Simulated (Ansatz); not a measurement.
# Al12Cl: the cost of one run

Program: Ansatz 0.2.0. Level of theory: DFT PBE, scalar-relativistic, plane waves, PAW. These are calculated values, not measurements.

2 further runs of the same task are left out: 2 set aside as unsound or not needed.

## 1. The structure to begin with

Symmetry: Fm-3m, No. 225, cubic system. Conventional cell: a = 4.048 Å, b = 4.048 Å, c = 4.048 Å, α = 90.00°, β = 90.00°, γ = 90.00°. Around Al (site symmetry m-3m) lie 12 Al at 2.86 Å.

As a file:

```
CELL_PARAMETERS angstrom
0.00000 2.02398 2.02398
2.02398 0.00000 2.02398
2.02398 2.02398 0.00000
ATOMIC_POSITIONS crystal
Al 0.00000 0.00000 0.00000
```

Source of the structure: the Crystallography Open Database.

## 8. Plan of the scan

Atoms count from 1 in the order of the input.

Cl is moved over the surface cell; relaxed at each place: the height of the adsorbate's atoms; substrate rigid; the origin of the map has the adsorbate above Al9.

First coordinate, position of Cl13 along the first surface vector, from above Al9: 6 values from 0.000 to 0.833, periodic. Second coordinate, position of Cl13 along the second surface vector, from above Al9: 6 values from 0.000 to 0.833, periodic.

Relaxed at each point: the height of the adsorbate's atoms; substrate rigid. Points are written as (first, second).

The two vectors of the plane (Å): (2.857, 0.000, 0.000); (-1.428, 2.474, 0.000).

(The set-up runs are not shown.)

## 9. The run at (0/6, 0/6) of the map's two axes

input.yaml reads:

```yaml
crystal:
  lattice:
    - [5.7135165838, 0.0, 0.0]
    - [-2.8567582919, 4.9480505065, 0.0]
    - [0.0, 0.0, 20.1013781901]
  atoms:
    - { symbol: Al, position: [0.3333333333, 0.1666666667, 0.198991331] }
    - { symbol: Al, position: [0.3333333333, 0.6666666667, 0.198991331] }
    - { symbol: Al, position: [0.8333333333, 0.1666666667, 0.198991331] }
    - { symbol: Al, position: [0.8333333333, 0.6666666667, 0.198991331] }
    - { symbol: Al, position: [0.1666666667, 0.3333333333, 0.3134471574] }
    - { symbol: Al, position: [0.1666666667, 0.8333333333, 0.3134471574] }
    - { symbol: Al, position: [0.6666666667, 0.3333333333, 0.3134471574] }
    - { symbol: Al, position: [0.6666666667, 0.8333333333, 0.3134471574] }
    - { symbol: Al, position: [0.0, 0.0, 0.4278999235] }
    - { symbol: Al, position: [0.0, 0.5, 0.4278999235] }
    - { symbol: Al, position: [0.5, 0.0, 0.4278999235] }
    - { symbol: Al, position: [0.5, 0.5, 0.4278999235] }
    - { symbol: Cl, position: [0.0, 0.0, 0.5393350688] }
basis:
  ecutwfc: 420
kpoints:
  mp_grid: { grid: [6, 6, 1] }
hamiltonian:
  xc: pbe
  pseudopotentials: { kind: paw, azcp: { folder: soft_1 } }
scf:
  occupations: { method: gaussian, width: 0.1 }
output:
  forces: true
  eigenvalues: true
relax:
  adjacent_minimum: "off"
  f_tol: 0.025
  max_steps: 16
  constraints:
    - { sites: [0, 1, 2, 3, 4, 5, 6, 7, 8, 9, 10, 11] }
    - { sites: [12], fix: xy }
efield:
  axis: 3
  dipole_correction: true
  ramp_width: 0.04
```

The run is started by

```bash
$ ansatz run input.yaml --threads 4 --pin off --max-ram 12288MiB --backend cpu --events-out ev --progress --plain --runs-dir out
```

**Question.** How long does this run take on 4 threads of Arm Neoverse V2, shared host, and how much memory does it need?

About 5.3 s, with a peak of 0.82 GiB.
